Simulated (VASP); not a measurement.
Here is a VASP 6.6.1 calculation.

File INCAR:

```
PREC = Accurate
ENCUT = 520
EDIFF = 1E-6
ISMEAR = 0
SIGMA = 0.025
LREAL = F
LASPH = T
NELM = 150
ALGO = Normal
ISIF = 2
LWAVE = F
LCHARG = F
ISPIN = 2
MAGMOM = 2
LORBIT = 11
LMAXMIX = 6
GGA = PE
NBANDS = 22
```

Contents of KPOINTS:

```
regular mesh
0
Gamma
  10 10 10
```

Contents of POSCAR:

```
Tm
1.0
   -1.9303233549      1.9303233549      1.9303233549
    1.9303233549     -1.9303233549      1.9303233549
    1.9303233549      1.9303233549     -1.9303233549
Tm
1
Direct
    0.0000000000      0.0000000000      0.0000000000
```

Potentials or basis: VASP PAW PBE potentials, release 64 (Tm).

Launch:

```bash
$ cat potpaw_PBE.64/Tm/POTCAR > POTCAR
$ mpirun -np 1 vasp_std > vasp.out
```

**Question.** Predict the net moment.

**Answer.** 1.13 μB per cell.

**Question.** Estimate the pressure.

**Answer.** 7.1 GPa.

**Question.** What does it give for the band gap on the k mesh?

**Answer.** None (metal or under the smearing width).

**Question.** What does it give for the site moments?

**Answer.** Tm +1.23 μB.

Caveat: the magnetic or orbital state may not be the lowest; spin-orbit coupling is left out, which moves the levels of the heavy elements. The state reached can hang on the start; a lower one may exist.
